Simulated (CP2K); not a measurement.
Runs of CP2K 2026.2 on HfN. Symmetry: F-43m, No. 216, cubic system. The conventional cell has a = 4.910 Å, b = 4.910 Å, c = 4.910 Å, α = 90.00°, β = 90.00°, γ = 90.00°. Hf (site symmetry -43m) is surrounded by 4 N at 2.13 Å. Around N (site symmetry -43m) lie 4 Hf at 2.13 Å. The cell comes from a database or a generator and needn't be the stable form of this composition.

```csv
task,level,potentials or basis,smearing,EPS_DEFAULT,NGRIDS,points a segment of the path (NPOINTS),bands added on the path,CUTOFF of the grids,gap on the mesh (eV),pressure (GPa)
band structure,TASK,"POTENTIAL_UZH Hf GTH-SCAN-q12, N GTH-SCAN-q5; TZVP-MOLOPT-SCAN-GTH basis",fermi-dirac 0.1 eV,1.0E-9,4,6,6,675 Ry,none,-0.7
single point,PBEsol,"POTENTIAL_UZH Hf GTH-PBE-q12, N GTH-PBE-q5; TZVP-MOLOPT-PBE-GTH basis",fermi-dirac 0.05 eV,1.0E-10,4,-,-,450 Ry,none,-6.1
band structure,SCAN,"POTENTIAL_UZH Hf GTH-SCAN-q12, N GTH-SCAN-q5; TZVP-MOLOPT-SCAN-GTH basis",fermi-dirac 0.05 eV,1.0E-9,5,10,4,675 Ry,none,(a)
band structure,r2SCAN,"POTENTIAL_UZH Hf GTH-SCAN-q12, N GTH-SCAN-q5; TZVP-MOLOPT-SCAN-GTH basis",fermi-dirac 0.05 eV,1.0E-9,5,6,4,675 Ry,none,-7.4
band structure,TB-mBJ,"POTENTIAL_UZH Hf GTH-PBE-q12, N GTH-PBE-q5; TZVP-MOLOPT-PBE-GTH basis",fermi-dirac 0.1 eV,1.0E-9,5,6,6,675 Ry,none,-
```

Alike in all rows: no spin polarisation; cell as given; k mesh 9 × 9 × 9.

Fill in the values left out.

(a) -7.7.

Caveats: the basis of atomic orbitals isn't converged, which shifts pressures, moduli and gaps; spin-orbit coupling is left out, which moves the levels of the heavy elements (some runs); the potentials were made for another functional, which shifts forces and pressure (some runs); this is a model potential without an energy functional, so only levels have meaning (some runs).

A k mesh can miss the band edges, and the runs leave out spin-orbit coupling on Hf.

A gap of «none» marks a metal or a gap under the smearing width.
